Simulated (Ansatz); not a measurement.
Defect calculation, host AlP

The calculation used Ansatz 0.2.0, DFT PBE, scalar-relativistic, plane waves, PAW. Run with 420 eV cutoff, 2×2×2 k-mesh, shifted by half a step, Gaussian smearing of 0.01 eV, collinear spin in charge 0, +2 alone.

Host crystal, relaxed:

```xyz
2
Lattice="0.0000 2.7537 2.7537 2.7537 0.0000 2.7537 2.7537 2.7537 0.0000" Properties=species:S:1:pos:R:3 pbc="T T T"
Al    0.0000    0.0000    0.0000
P     4.1305    4.1305    4.1305
```

Supercell of 32 atoms, rows in host cell vectors: -1 -1 3; -1 -1 -1; 3 -1 -1. Atoms relax at the host's cell from a start displaced at random by 0.06 Å near the defect, so other minima may exist. The cell is small, so energies carry finite-size errors of tenths of an eV. The host's Kohn–Sham gap is 1.63 eV. Atoms are taken from and returned to the elements' standard states. Charged cells are corrected for image charges with the computed static dielectric tensor (mean 10.4) and aligned with the host's potential at far atoms (alignment terms reach 0.37 eV; the program doubts the alignment in some charges, where it is up to 0.35 eV). No band-filling term is added, and the Fermi level counts from the host's valence band top.

The defect is an interstitial at (0.250, 0.250, 0.250) of the host cell.

| charge | E_f at the valence band top (eV) | over the neutral state (eV) | moment (μB) | largest move (Å) | atoms near the site |
| --- | --- | --- | --- | --- | --- |
| +3 | 1.26 | -2.52 | 0.00 | 0.25 | 4 Al at 2.63 Å, 6 P at 2.67 Å |
| +2 | 1.32 | -2.46 | 0.50 | 0.24 | 4 Al at 2.62 Å, 4 P at 2.69 Å, 2 P at 2.70 Å |
| +1 | 1.86 | -1.92 | 0.00 | 0.22 | 3 Al at 2.60 Å, 1 Al at 2.61 Å, 4 P at 2.72 Å, 2 P at 2.73 Å |
| 0 | 3.78 | 0.00 | 0.50 | 0.23 | 4 Al at 2.61 Å, 3 P at 2.72 Å, 3 P at 2.73 Å |

Among the charges computed the stable one is +3 at the valence band top, changing to +2 at 0.06 eV, changing to +1 at 0.54 eV. In charge 0 the extra carrier would gain by moving to a band edge of the host, so it isn't bound in the gap, though by less than the errors named above. In charge +2, 0 the cell has partly filled bands: a level of the defect may be part filled, the carrier may sit in the host's bands, or levels may cross between the k points, so transitions that involve it are doubtful. Without the alignment that the program doubts, the level (+3/+2) would lie at -0.28 eV, outside the gap, so these runs don't decide whether the defect changes charge there. Other sites of the defect weren't tried. Fractional moments come from partly filled bands of the small cell.

(1) Which element is it? Judge by the nearest distance in charge 0 and covalent radii.
A. H
B. Hf
C. O
D. Al
E. Cl

Answers

(1) D. The nearest neighbour is Al at 2.61 Å, and the summed covalent radii with Al are 2.42 Å for Al, 2.23 Å for Cl, 1.52 Å for H, 2.96 Å for Hf, 1.87 Å for O, so Al fits best. Bonds can miss such sums by a tenth of an ångström or more.